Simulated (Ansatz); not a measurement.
# Sn2HO2: the cost of one run

Computed with Ansatz 0.2.0 (DFT PBE+D3(BJ), scalar-relativistic, plane waves, PAW, unless a step's input says otherwise).

7 further runs of the same task are left out: 7 set aside as unsound or not needed.

## 1. Starting point

Symmetry: P4mm, No. 99, tetragonal system. The conventional cell has a = 3.820 Å, b = 3.820 Å, c = 17.863 Å, α = 90.00°, β = 90.00°, γ = 90.00°. Around Sn (site symmetry 4mm) lie 4 O at 2.25 Å. O (site symmetry 2mm) is surrounded by 4 Sn at 2.25 Å. Around Sn (site symmetry 4mm) lie 1 H at 1.70 Å and 4 O at 2.25 Å. H (site symmetry 4mm) has 1 Sn at 1.70 Å as nearest neighbours.

Coordinates:

```
Sn O H
1.0
     3.82015    0.00030    0.00000
    -0.00031    3.82015    0.00000
     0.00000    0.00000   17.86304
Sn O H
2 2 1
Direct
  0.99995 0.99995 0.22393
  0.49995 0.49995 0.35621
  0.99995 0.49995 0.29007
  0.49995 0.99995 0.29007
  0.49995 0.49995 0.45138
```

This is the geometry of the first run shown, built on a cell relaxed beforehand with the same method.

## 2. What is varied

Atoms count from 1 in the order of the input.

H is moved over the surface cell; relaxed at each place: the height of the adsorbate's atoms; substrate rigid; the origin of the map has the adsorbate above Sn4.

- position of H5 along the first surface vector, from above Sn4: 8 values from 0.000 to 0.875, periodic
- position of H5 along the second surface vector, from above Sn4: 8 values from 0.000 to 0.875, periodic

Relaxed at each point: the height of the adsorbate's atoms; substrate rigid. Points are written as (first, second).

The two vectors of the plane (Å): (3.820, 0.000, 0.000); (0.000, 3.820, 0.000).

## 3. The run at (0/8, 0/8) of the map's two axes

Input file input.yaml:

```yaml
crystal:
  lattice:
    - [3.82015263, 0.0002954461, 0.0]
    - [-0.0003145178, 3.8201526285, 0.0]
    - [0.0, 0.0, 17.8630377374]
  atoms:
    - { symbol: Sn, position: [0.9999452828, 0.9999452828, 0.223926079] }
    - { symbol: O, position: [0.9999460977, 0.4999460977, 0.2900693009] }
    - { symbol: O, position: [0.4999460977, 0.9999460977, 0.2900693009] }
    - { symbol: Sn, position: [0.4999452828, 0.4999452828, 0.3562125228] }
    - { symbol: H, position: [0.4999452828, 0.4999452828, 0.4513811064], spin: 1.0 }
basis:
  ecutwfc: 420
kpoints:
  mp_grid: { grid: [7, 7, 1] }
hamiltonian:
  xc: pbe
  pseudopotentials: { kind: paw, azcp: { folder: soft_1 } }
  dispersion: d3bj
scf:
  occupations: { method: gaussian, width: 0.05 }
output:
  forces: true
  eigenvalues: true
  populations: true
magnetization:
  spin_polarized: true
relax:
  adjacent_minimum: "off"
  f_tol: 0.025
  max_steps: 16
  constraints: [{ sites: [0, 1, 2, 3] }, { sites: [4], fix: xy }]
efield:
  axis: 3
  dipole_correction: true
  ramp_width: 0.04
```

Started as:

```console
ansatz run input.yaml --threads 1 --pin off --max-ram 3072MiB --backend cpu --events-out ev --progress --plain --runs-dir out
```

What time and memory should one allow on 1 thread of AMD EPYC 9R45 (Zen 5), shared host?

About 19 s, with a peak of 0.51 GiB.
